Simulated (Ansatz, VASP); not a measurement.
**One calculation of Sc, two programs**

File INCAR:

```
  ALGO = Normal
  EDIFF = 1E-8
  ENCUT = 520
  ISIF = 2
  ISMEAR = -1
  LASPH = True
  LCHARG = False
  LEFG = True
  LREAL = False
  LWAVE = False
  NBANDS = 12
  NELM = 100
  PREC = Accurate
  SIGMA = 0.08
```

File KPOINTS:

```
k-points
0
Gamma
  13 13 13
```

The input POSCAR:

```
Sc
1.0
   -0.0349026931      2.3093948582      2.3093948582
    2.3093948582     -0.0349026931      2.3093948582
    2.3093948582      2.3093948582     -0.0349026931
Sc
1
Direct
    0.0000000000      0.0000000000      0.0000000000
```

Input for Ansatz:

```yaml
crystal:
  lattice:
    - [-0.0349026931, 2.3093948582, 2.3093948582]
    - [2.3093948582, -0.0349026931, 2.3093948582]
    - [2.3093948582, 2.3093948582, -0.0349026931]
  atoms:
    - { symbol: Sc, position: [0.0, 0.0, 0.0] }
kpoints:
  mp_grid: { grid: [13, 13, 13] }
scf:
  occupations: { method: fermi_dirac, width: 0.08 }
hamiltonian:
  xc: lda
  pseudopotentials: { kind: paw }
output:
  forces: true
  stress: true
  eigenvalues: true
  efg: { contact_densities: true }
```

Change from the starting cell: equal xy, yz and zx shear strains of -1.5 %, PAW files.

Alike in both runs: task electric field gradients; functional LDA; k mesh 13 × 13 × 13; occupations fermi-dirac, width 0.08 eV; no spin polarisation.

|  | VASP | Ansatz |
| --- | --- | --- |
| version | VASP 6.6.1 | Ansatz 0.2.0 |
| potentials or method | VASP PAW LDA potentials, release 64 (Sc_sv) | PAW with Ansatz's default frozen-core files, scalar-relativistic |
| plane-wave cutoff (eV) | 520 | 420 |
| valence electrons in the cell | 11 | 11 |

VASP gave:

- pressure (GPa): -5.5
- largest component of the traceless stress (GPa): 0.44
- Vzz of the field gradient on the site that differs most (V/Å²): 5.5

**Question.** Estimate Ansatz's values.

**Answer.** Pressure (GPa): -5.6; largest component of the traceless stress (GPa): 0.44; Vzz of the field gradient on the site that differs most (V/Å²): 5.2.
